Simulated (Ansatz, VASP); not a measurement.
**Two plane-wave programs on Al**

The input INCAR:

```
SYSTEM = Al
PREC = Accurate ; ENCUT = 520
EDIFF = 1E-7 ; ISMEAR = 0
SIGMA = 0.05 ; LREAL = .FALSE.
LASPH = .TRUE. ; NELM = 100
ALGO = Normal ; ISIF = 2
LWAVE = .FALSE. ; LCHARG = .FALSE.
GGA = CA ; NBANDS = 10
```

The input KPOINTS:

```
Automatic mesh
0
G
  12 12 6
  0 0 0
```

The input POSCAR:

```
Al
1.0
    2.8676151805      0.0000000000      0.0000000000
   -1.4338081000      2.4834281278      0.0000000000
    0.0000000000      0.0000000000      4.9623026648
Al
2
Direct
    0.6666666667      0.3333333333      0.7500000000
    0.3333333333      0.6666666667      0.2500000000
```

Input for Ansatz:

```yaml
crystal:
  lattice:
    - [2.8676151804854744, 0.0, 0.0]
    - [-1.4338081000491485, 2.483428127835251, 0.0]
    - [0.0, 0.0, 4.962302664805564]
  atoms:
    - { symbol: Al, position: [0.6666666666666666, 0.3333333333333333, 0.75] }
    - { symbol: Al, position: [0.3333333333333333, 0.6666666666666666, 0.25] }
basis:
  ecutwfc: 462.593566181796
kpoints:
  mp_grid:
    grid: [12, 12, 6]
hamiltonian:
  xc: lda
scf:
  occupations:
    method: gaussian
    width: 0.05
output:
  stress: true
```

This isn't the form of Al at room conditions, which is fcc.

Alike in both runs: task single point; functional LDA; k mesh 12 × 12 × 6; occupations gaussian, width 0.05 eV; no spin polarisation.

|  | VASP | Ansatz |
| --- | --- | --- |
| version | VASP 6.6.1 | Ansatz 0.2.0 |
| potentials or method | VASP PAW LDA potentials, release 64 (Al) | plane waves, PAW |
| plane-wave cutoff (eV) | 520 | 463 |
| valence electrons in the cell | 6 | 6 |

```csv
,VASP,Ansatz,Ansatz less VASP
pressure (GPa),-6.5,-6.6,-0.03
largest component of the traceless stress (GPa),1.16,1.14,-0.020
```
